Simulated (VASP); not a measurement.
**Results of a VASP single-point calculation on BeTe (rocksalt)**

POSCAR

```
Be Te
 1.0000000000000000
     0.0000000000000000    2.6832298834472250    2.6832298834472250
     2.6832298834472250    0.0000000000000000    2.6832298834472250
     2.6832298834472250    2.6832298834472250   -0.0000000000000000
 Be  Te
   1   1
Cartesian
 -0.0000000000000000  0.0000000000000000  0.0000000000000000
  2.6832298834472250  2.6832298834472250  2.6832298834472250
```

| Item | Value |
| --- | --- |
| gap between bands v and c | -1.09 eV (bands overlap: a metal) |
| least direct gap | 2.15 eV |

Band v is the last that the valence electrons fill when counted band by band, and c is the next. Levels in eV from the top of v:

| point | v−1 | v | c | c+1 |
| --- | --- | --- | --- | --- |
| Γ | -0.53 | -0.53 | 2.77 | 5.96 |
| X | -3.24 | -3.24 | -1.09 | 2.84 |
| W | -5.12 | -4.35 | 3.11 | 3.18 |
| K | -5.19 | -2.59 | 0.35 | 5.54 |
| L | -0.52 | -0.52 | 2.06 | 2.06 |

Task: Which of these levels of theory gave these results?
A. PBE
B. PBE0
C. PBEsol
D. LDA
E. r²SCAN
F. HSE06
G. PBE with spin–orbit coupling

Result: D.

The INCAR was:

```
ENCUT = 520
IBRION = -1
GGA = CA
SIGMA = 0.02
EDIFF = 1E-7
NELM = 120
LCHARG = .FALSE.
ISMEAR = -1
NBANDS = 11
NSW = 0
LREAL = .FALSE.
PREC = Accurate
ISIF = 2
LASPH = .TRUE.
LWAVE = .FALSE.
```
